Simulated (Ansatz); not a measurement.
# Stability checks on a candidate for BN

The cell was found from a structure generator's guess, not taken from experiment.

Method: DFT PBE, scalar-relativistic, plane waves, PAW (Ansatz). Plane waves to 420 eV, a 12×12×4 mesh through Γ for the 8-atom cell and 0.02 eV Gaussian smearing; no spin polarisation.

```yaml
crystal:
  lattice:
    - [2.55856, 0.00000, 0.00000]
    - [-1.27928, 2.21577, 0.00000]
    - [0.00000, 0.00000, 8.40918]
  atoms:
    - { symbol: B, position: [0.00000, 0.00000, 0.09337] }
    - { symbol: B, position: [0.00000, 0.00000, 0.59337] }
    - { symbol: B, position: [0.33333, 0.66667, 0.34406] }
    - { symbol: B, position: [0.66667, 0.33333, 0.84406] }
    - { symbol: N, position: [0.00000, 0.00000, 0.40675] }
    - { symbol: N, position: [0.00000, 0.00000, 0.90675] }
    - { symbol: N, position: [0.33333, 0.66667, 0.15582] }
    - { symbol: N, position: [0.66667, 0.33333, 0.65582] }
```

Formation energies are uncorrected and refer to the elements' standard structures at the same level (N₂ as a molecule).

Question: These tests were run: energy against the elements; random kick, then relaxation without symmetry; phonons at Γ. What do they show?

Answer:

```csv
test,result
energy against the elements,−1.167 eV/atom
"random kick, then relaxation without symmetry",returns
phonons at Γ,lowest optical mode 340 cm⁻¹
```

It fails none of these tests. Whether a mixture of other phases lies lower isn't tested here. Phonons away from Γ weren't computed.

The kick test ran on a coarse mesh. The run for the phonons used a 12×12×4 k mesh.
